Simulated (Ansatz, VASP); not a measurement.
**One calculation of PtSe2 (Sudovikovite), two programs**

INCAR

```
  ALGO = Normal
  EDIFF = 1E-6
  ENCUT = 520
  GGA = PE
  ISIF = 2
  ISMEAR = -1
  IVDW = 12
  LASPH = True
  LCHARG = False
  LREAL = False
  LWAVE = False
  NBANDS = 18
  NELM = 80
  PREC = Accurate
  SIGMA = 0.05
```

Contents of KPOINTS:

```
k-points
0
Gamma
  8 8 5
```

Contents of POSCAR:

```
PtSe2
1.0
    3.6990059583      0.0000000000      0.0000000000
   -1.8495029792      3.2034331287      0.0000000000
    0.0000000000      0.0000000000      5.0280258220
Pt Se
1 2
Direct
    0.0000000000      0.0000000000      0.0000000000
    0.6666666667      0.3333333333      0.7500000000
    0.3333333333      0.6666666667      0.2500000000
```

File input.yaml:

```yaml
crystal:
  lattice:
    - [3.6990059583, 0.0, 0.0]
    - [-1.8495029792, 3.2034331287, 0.0]
    - [0.0, 0.0, 5.028025822]
  atoms:
    - { symbol: Pt, position: [0.0, 0.0, 0.0] }
    - { symbol: Se, position: [0.6666666667, 0.3333333333, 0.75] }
    - { symbol: Se, position: [0.3333333333, 0.6666666667, 0.25] }
hamiltonian:
  xc: pbe
  pseudopotentials: { kind: paw }
  dispersion: d3bj
kpoints:
  mp_grid: { grid: [8, 8, 5] }
scf:
  occupations: { method: fermi_dirac, width: 0.05 }
output:
  forces: true
  stress: true
  eigenvalues: true
```

Alike in both runs: task single point; functional PBE; dispersion D3(BJ); k mesh 8 × 8 × 5; occupations fermi-dirac, width 0.05 eV; no spin polarisation.

|  | VASP | Ansatz |
| --- | --- | --- |
| version | VASP 6.6.1 | Ansatz 0.2.0 |
| potentials or method | VASP PAW PBE potentials, release 64 (Pt, Se) | Ansatz PAW |
| plane-wave cutoff (eV) | 520 | 420 |
| valence electrons in the cell | 22 | 50 |

|  | VASP | Ansatz | Ansatz less VASP |
| --- | --- | --- | --- |
| gap on the k mesh at the Fermi level (eV) | none | none | - |
| pressure (GPa) | 6.4 | 6.4 | -0.01 |
| largest component of the traceless stress (GPa) | 2.04 | 2.03 | -0.015 |
| rms of the force components (eV/Å) | 0.422 | 0.418 | -0.0041 |
| dispersion energy (meV/atom) | -486.9 | -487.0 | -0.12 |

Atom by atom the forces differ by 0.004 eV/Å (rms over components). A gap of «none» marks a metal or a gap that the smearing closes. The two sets of potentials don't hold the same shells in valence.

Caveats: pairwise dispersion overbinds metals, which lowers pressure and volume. The runs have no spin-orbit coupling, so splittings on Pt are missing.
